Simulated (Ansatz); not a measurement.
# Cu2O: the cell at several levels of theory

The task here is to estimate one member of a computed series from the others.

The COD entry's cell or inner coordinates are ideal or old and differ from later refinements, so a difference from it is no clean test against experiment.

The runs shown are made with Ansatz 0.2.0. PAW datasets, plane waves, zero pressure. Computed at 0 K without zero-point motion; spin polarisation is off.

**The structure to begin with**

The symmetry is Pn-3m (No. 224, cubic); a = 4.260 Å in the conventional setting, 12.88 Å³ an atom. Around Cu lie 2 O at 1.84 Å; around O lie 4 Cu at 1.84 Å.

As a file:

```cif
data_structure
_symmetry_space_group_name_H-M 'Pn-3m:1'
_symmetry_Int_Tables_number 224
_cell_length_a 4.2600
_cell_length_b 4.2600
_cell_length_c 4.2600
_cell_angle_alpha 90.000
_cell_angle_beta 90.000
_cell_angle_gamma 90.000
_cell_volume 77.31
loop_
_atom_site_label
_atom_site_type_symbol
_atom_site_symmetry_multiplicity
_atom_site_Wyckoff_symbol
_atom_site_fract_x
_atom_site_fract_y
_atom_site_fract_z
_atom_site_occupancy
Cu1 Cu 4 b 0.25000 0.25000 0.25000 1
O1 O 2 a 0.00000 0.00000 0.00000 1
```

The first run:

Input file input.yaml:

```yaml
crystal:
  lattice:
    - [4.26, 0.0, 0.0]
    - [0.0, 4.26, 0.0]
    - [0.0, 0.0, 4.26]
  atoms:
    - { symbol: Cu, position: [0.25, 0.25, 0.25] }
    - { symbol: Cu, position: [0.25, 0.75, 0.75] }
    - { symbol: Cu, position: [0.75, 0.75, 0.25] }
    - { symbol: Cu, position: [0.75, 0.25, 0.75] }
    - { symbol: O, position: [0.0, 0.0, 0.0] }
    - { symbol: O, position: [0.5, 0.5, 0.5] }
kpoints:
  mp_grid: { grid: [6, 6, 6] }
hamiltonian:
  xc: pbe
scf:
  occupations: { method: fermi_dirac, width: 0.02 }
relax:
  f_tol: 0.005
  cell: {}
```

Command:

```bash
ansatz run input.yaml --threads 2 --pin off --max-ram 20275MiB --backend cpu --events-out ev --progress --plain --runs-dir out
```

Among the steps run: PBE: cell and atoms; r2SCAN: cell and atoms; Relaxation with PBEsol; Relaxation with LDA.

One table of the session follows, with a row left open; its other results are not shown here.

```
 level  a (Å)  volume (Å³/atom)
   PBE  4.298            13.237
r2SCAN      ?                 ?
PBEsol  4.223            12.549
   LDA  4.167            12.056
```

Estimate the missing values for r2SCAN.

The run gave: a (Å): 4.246; volume (Å³/atom): 12.759. In the column «a (Å)» it lies between PBEsol (4.223) and PBE (4.298).

What this shows: The first relaxation changed the volume by +2.7 % from the start. LDA gives the smallest cell and PBE the largest; they differ by 9.8 % in volume, a mean of 3.2 % in length.
